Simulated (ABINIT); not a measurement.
Here is an ABINIT 10.8.3 (patched build) calculation.

File run.abi:

```
ndtset 2

pp_dirpath "./"
pseudos "Al.upf"

acell 2.8124553515 2.8124553515 4.86685 Angstrom
rprim
     1.0000000000     0.0000000000     0.0000000000
    -0.5000000000     0.8660254038     0.0000000000
     0.0000000000     0.0000000000     1.0000000000
ntypat 1
znucl 13
natom 2
typat 1 1
xred
     0.3333333333     0.6666666667     0.2500000000
     0.6666666667     0.3333333333     0.7500000000

ecut 20.0

ixc -116133

occopt 3
tsmear 0.05 eV

nstep 100

iomode 3
prtwf 0
prteig 0
prtebands 0
prtden1 1

kptopt1 1
ngkpt1 11 11 6
nshiftk1 1
shiftk1 0.0 0.0 0.0
nband1 7
tolvrs1 1.0e-10

iscf2 -2
getden2 1
nband2 13
nbdbuf2 4
tolwfr2 1.0e-11
kptopt2 -7
ndivsm2 6
prteig2 1
prtvol2 -3
kptbounds2
     0.0000000000     0.0000000000     0.0000000000
     0.5000000000     0.0000000000     0.0000000000
     0.3333333333     0.3333333333     0.0000000000
     0.0000000000     0.0000000000     0.0000000000
     0.0000000000     0.0000000000     0.5000000000
     0.5000000000     0.0000000000     0.5000000000
     0.3333333333     0.3333333333     0.5000000000
     0.0000000000     0.0000000000     0.5000000000
```

Potentials or basis: PseudoDojo NC SR PBEsol v0.4.1 standard.

Run with:

```bash
$ abinit run.abi > log 2>&1
```

Problem. Predict the pressure.

Solution. -1.5 GPa.

Problem. Estimate the band gap on the k mesh.

Solution. None (metal or under the smearing width).

Stress tensor (GPa, compression positive):
```
 0.08  0.00  0.00
 0.00  0.08  0.00
 0.00  0.00 -4.55
```
